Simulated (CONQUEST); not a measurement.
MgS under changes of volume

One of the cells (22.740 Å³/atom); the others are scaled copies at fixed shape and fractional positions:

```
CELL_PARAMETERS angstrom
4.00664 0.00000 0.00000
0.00000 4.00664 0.00000
0.00000 0.00000 5.66624
ATOMIC_POSITIONS crystal
S 0.00000 0.50000 0.75000
S 0.50000 0.00000 0.25000
Mg 0.00000 0.00000 0.00000
Mg 0.50000 0.50000 0.50000
```

The cell comes from a database or a generator and needn't be the stable form of this composition.

```yaml
Program: CONQUEST 1.3
Functional: PBE
Potentials_or_basis: PseudoDojo NC PBE, DZP, grid of 40 × 40 × 60 points
k_mesh: 7 × 7 × 5
Occupations: fermi-dirac, width 0.05 eV
Spin: no spin polarisation
```

```tsv
volume (Å³/atom)	energy over the lowest point (meV/atom)	pressure (GPa)	gap on the mesh (eV)
21.376	51.54	7.1	3.72
21.831	33.50	5.6	3.60
22.285	?	?	?
22.740	9.68	2.8	3.37
23.195	3.36	1.7	3.26
23.650	0.25	0.6	3.16
24.105	0.00	-0.4	3.06
```

**Question.** What does the run at 22.285 Å³/atom give?

**Answer.** Energy over the lowest point 19.62 meV/atom; pressure 4.2 GPa; gap on the mesh 3.48 eV.

Worked out: A Birch-Murnaghan fit of order 3 (a polynomial in V^(-2/3)) to the other rows has its minimum at 23.91 Å³/atom with B0 = V·E''(V) = 52 GPa and B' = 3.8. It gives 19.67 meV/atom at 22.285 Å³/atom, against the run's 19.62, and -dE/dV = 4.2 GPa, against 4.2. A straight line through the other rows of the gap, of slope -5.51 eV per unit of ln V, gives 3.49 eV, against the run's 3.48.

Energies are extrapolated to zero smearing.

Caveats: an odd mesh through Γ misses points on the zone boundary, where band edges often lie; the basis of atomic orbitals isn't converged, which shifts pressures, moduli and gaps; the real-space grid breaks the cell's symmetry a little.
